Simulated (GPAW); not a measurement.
## GaP in GPAW: the effect of dispersion

The system is GaP.

```
Ga P
1.0
     0.00000    2.72525    2.72525
     2.72525    0.00000    2.72525
     2.72525    2.72525    0.00000
Ga P
1 1
Direct
  0.00000 0.00000 0.00000
  0.75000 0.75000 0.75000
```

Alike in all runs:

| Property | Result |
| --- | --- |
| Program | GPAW 26.7.0 |
| Task | relaxation of cell and atoms |
| Functional | PBEsol |
| Potentials or basis | PAW data sets generated in the run's folder for this functional |
| Cutoff | 600 eV |
| Basis | pw |
| k mesh | 8 × 8 × 8 |
| Occupations | fermi-dirac, width 0.05 eV |
| Spin | no spin polarisation |

Each run relaxes the cell or the atoms first.

```csv
dispersion,relaxed volume (Å³/atom),gap on the mesh (eV)
none,?,?
D3,20.24,1.53
D3(BJ),20.09,1.51
D3(BJ)-ATM,20.15,1.52
D4,20.23,1.53
```

Task: What does the run with dispersion none give?

Result: Relaxed volume 20.58 Å³/atom; gap on the mesh 1.56 eV.

Caveats: the data sets keep Ga 3d, Li 1s and Be 1s frozen, and some such compounds lay over 1.5 % in volume off other programs; later steps reuse the first step's grids; the relaxation stopped at its first step, so nothing moved (some runs).

A k mesh can miss the band edges.
